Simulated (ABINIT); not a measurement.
# ZnS (Wurtzite-2H) (P6_3mc) in ABINIT: settings compared, part 2 of 2

ABINIT 10.8.3 (patched build). Earlier steps stand in the parts before.

**3. Single point, PBEsol**

File run.abi:

```
# Pseudopotentials
pp_dirpath "./"
pseudos "Zn.GGA_PBE-JTH.xml, S.GGA_PBE-JTH.xml"

# Structure
acell 3*1.0
rprim
     7.2017462609     0.0000000000     0.0000000000
    -3.6008731305     6.2368952135     0.0000000000
     0.0000000000     0.0000000000    11.7805526609
ntypat 2
znucl 30 16
natom 4
typat 1 1 2 2
xcart
     3.6008731308     2.0789650710     5.8902763305
    -0.0000000004     4.1579301426     0.0000000000
     3.6008731308     2.0789650710    10.4257891049
    -0.0000000004     4.1579301426     4.5355127745

# Plane-wave basis
ecut 20.0
pawecutdg 40.0

# k points
kptopt 1
ngkpt 3 3 2
nshiftk 1
shiftk 0.0 0.0 0.0

# Exchange and correlation
ixc -116133

# Bands and occupations
nband 22
occopt 3
tsmear 0.05 eV

# SCF cycle
nstep 100
tolvrs 1.0e-9

# Output
iomode 3
prtwf 0
prtden 0
prteig 0
prtebands 0
prtvol 2
```

Potentials or basis: JTH PAW PBE v2.0.

The run is started by

```
abinit run.abi > log 2>&1
```

run.abo:

```text
.Version 10.8.3 of ABINIT
 Symmetries : space group P6_3 m c (#186); Bravais hP (primitive hexag.)
================================================================================
 Values of the parameters that define the memory need of the present run
     intxc =       0    ionmov =       0      iscf =      17    lmnmax =      18
     lnmax =       6     mgfft =      48  mpssoang =       3    mqgrid =    3354
     natom =       4  nloc_mem =       2    nspden =       1   nspinor =       1
    nsppol =       1      nsym =      12    n1xccc =       1    ntypat =       2
    occopt =       3   xclevel =       2
       mpw =        2277          nfft =       43200          nkpt =           6
 PAW method is used; the additional fine FFT grid is defined by:
   mgfftf=        72    nfftf =    145800
================================================================================
================================================================================

--------------------------------------------------------------------------------
------------- Echo of variables that govern the present computation ------------
--------------------------------------------------------------------------------
 -outvars: echo values of preprocessed input variables --------
            acell      1.0000000000E+00  1.0000000000E+00  1.0000000000E+00 Bohr
              amu      6.53900000E+01  3.20660000E+01
             ecut      2.00000000E+01 Hartree
              ixc     -116133
         kptrlatt        3    0    0      0    3    0      0    0    2
          kptrlen      2.16052388E+01
            natom           4
            nband          22
            ngfft          30      30      48
          ngfftdg          45      45      72
             nkpt           6
            nstep         100
             nsym          12
           ntypat           2
           occopt           3
        pawecutdg      4.00000000E+01 Hartree
         pawxcdev           0
           prtden           0
        prtebands           0
           prteig           0
           prtvol           2
            prtwf           0
            rprim      7.2017462609E+00  0.0000000000E+00  0.0000000000E+00
                      -3.6008731305E+00  6.2368952135E+00  0.0000000000E+00
                       0.0000000000E+00  0.0000000000E+00  1.1780552661E+01
[... 283 lines left out ...]
)Next maximum=    1.9569E+00  at reduced coord.    0.3333    0.6667    0.0000
)     Minimum=   -2.2474E-01  at reduced coord.    0.3333    0.6667    0.3889
)Next minimum=   -2.2474E-01  at reduced coord.    0.6667    0.3333    0.8889
   Integrated=    3.6000E+01

--- !EnergyTerms
iteration_state     : {dtset: 1, }
comment             : Components of total free energy in Hartree
kinetic             :  2.20702812114437E+01
hartree             :  4.23947649858146E+01
xc                  : -1.07822999176709E+01
Ewald energy        : -9.21733055375299E+01
psp_core            :  1.56215136293495E+00
local_psp           : -1.48823594517427E+02
PAW spherical_terms :  3.64323609867362E+01
internal            : -1.49319641425698E+02
'-kT*entropy'       : -1.36101295980051E-11
total_energy        : -1.49319641425712E+02
total_energy_eV     : -4.06319443694642E+03
...

--- !EnergyTermsDC
iteration_state     : {dtset: 1, }
comment             : '"Double-counting" decomposition of free energy'
band_energy         : -3.13884360394776E-01
Ewald energy        : -9.21733055375299E+01
psp_core            :  1.56215136293495E+00
xc_dc               : -4.13729080467814E+01
PAW spherical_terms : -1.70216951455403E+01
internal            : -1.49319641727311E+02
'-kT*entropy'       : -1.36101295980051E-11
total_energy_dc     : -1.49319641727325E+02
total_energy_dc_eV  : -4.06319444515374E+03
...

--- !EnergyTermsWithPAWCore
iteration_state     : {dtset: 1, }
comment             : 'Components of total free energy, including PAW core contributions'
Total energy        : -4.38656100311939E+03
Total energy DC     : -4.38656100342100E+03
Total energy (eV)   : -1.19364405747440E+05
Total energy DC (eV): -1.19364405755647E+05
...

 Cartesian components of stress tensor (hartree/bohr^3)
  sigma(1 1)= -1.47832594E-06  sigma(3 2)=  0.00000000E+00
  sigma(2 2)= -1.47832589E-06  sigma(3 1)=  0.00000000E+00
  sigma(3 3)=  1.16632614E-04  sigma(2 1)=  2.36558461E-14

-Cartesian components of stress tensor (GPa)         [Pressure= -1.1148E+00 GPa]
- sigma(1 1)= -4.34938508E-02  sigma(3 2)=  0.00000000E+00
- sigma(2 2)= -4.34938494E-02  sigma(3 1)=  0.00000000E+00
- sigma(3 3)=  3.43144997E+00  sigma(2 1)=  6.95979021E-10

== END DATASET(S) ==============================================================
================================================================================

 -outvars: echo values of variables after computation  --------
            acell      1.0000000000E+00  1.0000000000E+00  1.0000000000E+00 Bohr
           etotal     -1.4931964173E+02
            fcart     -0.0000000000E+00  2.1586423461E-28  6.8828330343E-03
                       2.9911025750E-28  7.3393839766E-28  6.8828330343E-03
                      -1.4955512875E-28 -5.6124700998E-28 -6.8828330343E-03
                      -1.4955512875E-28 -3.8855562229E-28 -6.8828330343E-03
            rprim      7.2017462609E+00  0.0000000000E+00  0.0000000000E+00
                      -3.6008731305E+00  6.2368952135E+00  0.0000000000E+00
                       0.0000000000E+00  0.0000000000E+00  1.1780552661E+01
           strten     -1.4783259408E-06 -1.4783258945E-06  1.1663261374E-04
                       0.0000000000E+00  0.0000000000E+00  2.3655846095E-14
           xangst      1.9054999987E+00  1.1001409372E+00  3.1169999979E+00
                      -1.7639556319E-11  2.2002818744E+00  0.0000000000E+00
                       1.9054999987E+00  1.1001409372E+00  5.5170899963E+00
                      -1.7639556319E-11  2.2002818744E+00  2.4000899984E+00
             xred      6.6666666667E-01  3.3333333334E-01  5.0000000000E-01
                       3.3333333334E-01  6.6666666667E-01  0.0000000000E+00
                       6.6666666667E-01  3.3333333334E-01  8.8500000000E-01
                       3.3333333334E-01  6.6666666667E-01  3.8500000000E-01
 Calculation completed.
```

Wall time 60 s (1 thread of Arm Neoverse V2, shared host); peak memory 0.12 GiB.

Results:

```yaml
Free_energy: -4063.1944 eV
Largest_force: 0.354 eV/Å
Band_gap_on_the_k_mesh: 2.08 eV, direct
Valence_electrons_inside_the_program's_atomic_spheres: Zn 10.80; S 3.61
```

Forces on the atoms (eV/Å):
```
Zn   0.000  0.000  0.354
Zn   0.000  0.000  0.354
S    0.000  0.000 -0.354
S    0.000  0.000 -0.354
```

Caveat: the k mesh is coarse (spacing up to 0.63 Å⁻¹), so the values aren't converged; the cutoff is too short for stress, so the log's stress isn't used; the PAW data sets were made with another functional, which shifts forces and pressure a little.

**4. Comparison with measurements**

Step 2. Measured gap of ZnS: 3.911 eV (direct; 4 K; a printed reference work, monograph). This calculation gives 1.97 eV (-1.94 eV). The value is that of LDA, without temperature or zero-point motion. Semilocal functionals fall short of measured gaps as a rule.
